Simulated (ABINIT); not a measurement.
**TePb: band structure with LDA-VWN**

The system is TePb.

```xyz
2
Lattice="0.0000 3.2310 3.2310 3.2310 0.0000 3.2310 3.2310 3.2310 0.0000" Properties=species:S:1:pos:R:3 pbc="T T T"
Pb    0.0000    0.0000    0.0000
Te    3.2310    3.2310    3.2310
```

- Program: ABINIT 10.8.3 (patched build)
- Task: band structure
- Functional: LDA-VWN
- Potentials or basis: JTH PAW LDA v2.0
- Cutoff: 463 eV
- k mesh: 7 × 7 × 7
- Occupations: fermi-dirac, width 0.05 eV
- Spin: no spin polarisation
- Fine-grid cutoff: 925.187 eV

```yaml
Valence_electrons_inside_the_program's_atomic_spheres: Pb 11.35; Te 3.16
```

Levels at the corners of the path, in eV from the Fermi level:
```
point  band 6  band 7  band 8  band 9  band 10  band 11  band 12  band 13  band 14  band 15
    Γ  -12.43   -6.11   -1.68   -1.68    -1.68     3.71     3.71     3.71     5.54     5.54
    X  -10.76   -7.78   -4.85   -3.14    -3.14     2.95     5.08     5.08     6.24    10.25
    W  -10.60   -8.45   -4.14   -4.14    -0.69     1.24     4.85     4.85     6.53     6.53
    K  -10.67   -8.42   -4.47   -2.64    -2.45     3.17     3.39     4.82     5.52     8.66
    Γ  -12.43   -6.11   -1.68   -1.68    -1.68     3.71     3.71     3.71     5.54     5.54
    L  -11.01   -9.02   -1.20   -1.20    -0.36     0.27     0.85     0.85     8.09     8.96
    U  -10.67   -8.42   -4.47   -2.64    -2.45     3.17     3.39     4.82     5.52     8.66
    W  -10.60   -8.45   -4.14   -4.14    -0.69     1.24     4.85     4.85     6.53     6.53
    L  -11.01   -9.02   -1.20   -1.20    -0.36     0.27     0.85     0.85     8.09     8.96
    K  -10.67   -8.42   -4.47   -2.64    -2.45     3.17     3.39     4.82     5.52     8.66
```

Wall time 92 s on 1 thread of Arm Neoverse V2 (shared host), peak memory 0.14 GiB.

Caveat: this odd mesh misses L, where the gap lies, so gap, dielectric constants and Born charges aren't listed; spin-orbit coupling is left out, which moves the levels of the heavy elements.
